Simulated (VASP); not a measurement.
# Rb (R-3m) in VASP: single point with PBE

Aim: the single point of Rb with PBE.

Everything below comes from runs of VASP 6.6.1. Logs are shortened: lines on timing, memory, paths and dates and some standing lists are left out, and cuts for length are marked.

## (1) The cell of the first run

The structure is trigonal, space group R-3m (No. 166). The conventional cell has a = 8.056 Å, b = 8.056 Å, c = 4.714 Å, α = 90.00°, β = 90.00°, γ = 120.00°.

## (2) Single point, PBE (equal xy, yz and zx shear strains of -3 %)

The input, INCAR:

```
PREC = Accurate
ENCUT = 520
EDIFF = 1E-6
ISMEAR = -1
SIGMA = 0.05
LREAL = F
LASPH = T
NELM = 100
ALGO = Normal
ISIF = 2
LWAVE = F
LCHARG = F
GGA = PE
NBANDS = 10
```

The input, KPOINTS:

```
regular mesh
0
Gamma
  8 8 8
```

The input, POSCAR:

```
Rb
1.0
   -2.8901800000      2.8060000000      2.8060000000
    2.8060000000     -2.8901800000      2.8060000000
    2.8060000000      2.8060000000     -2.8901800000
Rb
1
Direct
    0.0000000000      0.0000000000      0.0000000000
```

Potentials or basis: VASP PAW PBE potentials, release 64 (Rb_sv).

Run with:

```console
$ cat potpaw_PBE.64/Rb_sv/POTCAR > POTCAR
$ mpirun -np 1 vasp_std > vasp.out
```

OUTCAR:

```text
PREC = Accurate
   ENCUT = 520
   EDIFF = 1E-6
   ISMEAR = -1
   LREAL = F
   LASPH = T
   NELM = 100
   ISIF = 2
   GGA = PE

 ion  position               nearest neighbor table
   1  0.000  0.000  0.000-

  LATTYP: Found a trigonal (rhomboedric) cell.
 ALAT       =     4.9092170896
 COS(alpha) =    -0.3463033748

  Lattice vectors:

 A1 = (  -2.8901800000,   2.8060000000,   2.8060000000)
 A2 = (   2.8060000000,  -2.8901800000,   2.8060000000)
 A3 = (   2.8060000000,   2.8060000000,  -2.8901800000)

Analysis of symmetry for initial positions (statically):
=====================================================================
 Subroutine PRICEL returns:
 Original cell was already a primitive cell.

 Routine SETGRP: Setting up the symmetry group for a
 trigonal (rhombohedral) supercell.

 Subroutine GETGRP returns: Found 12 space group operations
 (whereof 12 operations were pure point group operations)
 out of a pool of 12 trial point group operations.

The static configuration has the point symmetry D_3d.

Analysis of symmetry for dynamics (positions and initial velocities):
=====================================================================
 Subroutine PRICEL returns:
 Original cell was already a primitive cell.

 Routine SETGRP: Setting up the symmetry group for a
 trigonal (rhombohedral) supercell.

 Subroutine GETGRP returns: Found 12 space group operations
 (whereof 12 operations were pure point group operations)
 out of a pool of 12 trial point group operations.

The dynamic configuration has the point symmetry D_3d.

 Subroutine INISYM returns: Found 12 space group operations
 (whereof 12 operations are pure point group operations),
 and found     1 'primitive' translations

----------------------------------------------------------------------------------------

                                     Primitive cell

  volume of cell :      88.3134

  direct lattice vectors                    reciprocal lattice vectors
    -2.890180000  2.806000000  2.806000000     0.005429575  0.180985825  0.180985825
     2.806000000 -2.890180000  2.806000000     0.180985825  0.005429575  0.180985825
     2.806000000  2.806000000 -2.890180000     0.180985825  0.180985825  0.005429575

  length of vectors
     4.909217090  4.909217090  4.909217090     0.256010191  0.256010191  0.256010191

  position of ions in fractional coordinates (direct lattice)
     0.000000000  0.000000000  0.000000000

  ion indices of the primitive-cell ions
[... 80 lines left out ...]
   ISIF   =      2    stress and relaxation
   ISYM   =      2    0-nonsym 1-usesym 2-fastsym
   POTIM  = 0.5000    time-step for ionic-motion
   TEBEG  =    0.0;   TEEND  =   0.0 temperature during run
   PSTRESS=    0.0 pullay stress
   NELECT =       9.0000    total number of electrons
   NUPDOWN=      -1.0000    fix difference up-down
   EMIN   =  10.00;   EMAX   =-10.00  energy-range for DOS
   EFERMI =   0.00;   METHOD = LEGACY
   ISMEAR =    -1;   SIGMA  =   0.05  broadening in eV -4-tet -1-fermi 0-gaus
   EFERMI_NEDOS =   21; number of points for ismear=-14 and -15
   IALGO  =     38    algorithm
   IMIX   =      4    mixing-type and parameters
     AMIX     =   0.40;   BMIX     =  1.00
     AMIX_MAG =   1.60;   BMIX_MAG =  1.00
  volume/ion in A,a.u.               =      88.31       595.97
  Fermi-wavevector in a.u.,A,eV,Ry     =   0.764681  1.445037  7.955822  0.584736
  Thomas-Fermi vector in A             =   1.864635
   LORBIT       =      0    0 simple, 1 ext, 2 COOP (PROOUT), +10 PAW based schemes
   GGA     = PE    functional components
   LHFCALC =     F    Hartree Fock is set to
   AEXX    =    0.0000 exact exchange contribution
   IVDW    =     0    specifies the selected vdW correction
   LEPSILON=     F    determine dielectric tensor
   LRPA    =     F    only Hartree local field effects (RPA)
 non-spin polarized calculation
  energy-cutoff  :      520.00
  volume of cell :       88.31
 maximum number of plane-waves:      2399
 NGX is ok and might be reduce to    40
   NGX = 19   NGY = 19   NGZ = 19

 number of electron       9.0000000 magnetization

 Free energy of the ion-electron system (eV)
  ---------------------------------------------------
  ext. energy  EPLUGINS =         0.00000000
  ---------------------------------------------------
  free energy    TOTEN  =        -0.93356550 eV

  energy without entropy =       -0.92350679  energy(sigma->0) =       -0.92853614

 E-fermi :   0.0997     XC(G=0):  -5.5387

 val. band max:        0.0467063205   @ k =   0.5000   0.2500  -0.0000
 cond. band min:       0.1041188378   @ k =   0.5000   0.3750   0.1250
 fundamental gap:      0.0574125173
 Fermi energy:         0.0997484957

 k-point     1 :       0.0000    0.0000    0.0000
  band No.  band energies     occupation
      1     -28.8091      2.00000
      2     -12.8499      2.00000
      3     -12.8499      2.00000
      4     -12.8434      2.00000
      5      -1.9315      2.00000
      6       3.6502      0.00000
      7       3.8254      0.00000
      8       3.8254      0.00000
      9       4.7779      0.00000
     10       4.7779      0.00000
[... 287 lines left out ...]
 k-point    24 :       0.3750    0.1250    0.1250
  band No.  band energies     occupation
      1     -28.8035      2.00000
      2     -12.9457      2.00000
      3     -12.8932      2.00000
      4     -12.8624      2.00000
      5       0.7456      0.00000
      6       1.0829      0.00000
      7       2.0678      0.00000
      8       3.7682      0.00000
      9       5.2308      0.00000
     10       5.3434      0.00000

 [... further k-points ...]

------------------------ aborting loop because EDIFF is reached ----------------------------------------

  FORCE on cell =-STRESS in cart. coord.  units (eV):
  Direction    XX          YY          ZZ          XY          YZ          ZX
  --------------------------------------------------------------------------------------
  -------------------------------------------------------------------------------------
  Total        0.0569075      0.0569075      0.0569075      0.0222658      0.0222658      0.0222658
  in kB        1.0324129      1.0324129      1.0324129      0.4039454      0.4039454      0.4039454
  external PRESSURE =       1.0324129 kB  Pullay stress =       0.0000000 kB

 VOLUME and BASIS-vectors are now :
 -----------------------------------------------------------------------------
  energy-cutoff  :      520.00
  volume of cell :       88.31
      direct lattice vectors                 reciprocal lattice vectors
    -2.890180000  2.806000000  2.806000000     0.005429575  0.180985825  0.180985825
     2.806000000 -2.890180000  2.806000000     0.180985825  0.005429575  0.180985825
     2.806000000  2.806000000 -2.890180000     0.180985825  0.180985825  0.005429575

 POSITION                                       TOTAL-FORCE (eV/Angst)
 -----------------------------------------------------------------------------------
      0.00000      0.00000      0.00000         0.000000      0.000000     -0.000000
 -----------------------------------------------------------------------------------
    total drift:                               -0.000000     -0.000000     -0.000000

  FREE ENERGIE OF THE ION-ELECTRON SYSTEM (eV)
  ---------------------------------------------------
  free  energy   TOTEN  =        -0.9335654976 eV

  energy  without entropy=       -0.9235067915  energy(sigma->0) =       -0.92853614
```

stdout:

```text
POSCAR found type information on POSCAR Rb
 POSCAR found :  1 types and       1 ions
 scaLAPACK will be used
 LDA part: xc-table for (Slater+PW92), standard interpolation
 POSCAR, INCAR and KPOINTS ok, starting setup
 FFT: planning ... GRIDC
 FFT: planning ... GRID_SOFT
 FFT: planning ... GRID
 WAVECAR not read
 entering main loop
```

Wall time 36 s (1 thread of AMD EPYC 9R14 (Zen 4), shared host); peak memory 0.22 GiB.

Results:

```
Free energy            : -0.9336 eV
Pressure               : 0.1 GPa
Band gap on the k mesh : none (metal or under the smearing width)
```
